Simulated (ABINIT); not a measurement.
Cl:

```
CELL_PARAMETERS angstrom
3.14500 -2.25000 0.00000
3.14500 2.25000 0.00000
0.00000 0.00000 8.21000
ATOMIC_POSITIONS crystal
Cl 0.37000 0.63000 0.40000
Cl 0.13000 0.87000 0.90000
Cl 0.63000 0.37000 0.60000
Cl 0.87000 0.13000 0.10000
```

Base run:

```yaml
Program: ABINIT 10.8.3 (patched build)
Functional: PBE
Potentials_or_basis: PseudoDojo NC SR PBE v0.4.1 standard
Cutoff: 599 eV
k_mesh: 5 × 5 × 3
Occupations: fermi-dirac, width 0.05 eV
Spin: no spin polarisation
```

Its results: band gap on the k mesh 2.47 eV, indirect (least direct gap 2.52 eV); pressure 0.2 GPa; largest force 0.096 eV/Å.

Question: The run is repeated on the same cell with these changes: functional from PBE to PBEsol; potentials or basis from PseudoDojo NC SR PBE v0.4.1 standard to PseudoDojo NC SR PBEsol v0.4.1 standard; cutoff from 599 eV to 680 eV. What comes out?

Answer: Band gap on the k mesh 2.41 eV, indirect (least direct gap 2.46 eV); pressure -1.0 GPa; largest force 0.189 eV/Å.

Caveats: an odd mesh through Γ misses points on the zone boundary, where band edges often lie; the cutoff is short for stress, so the pressure is rough (some runs).
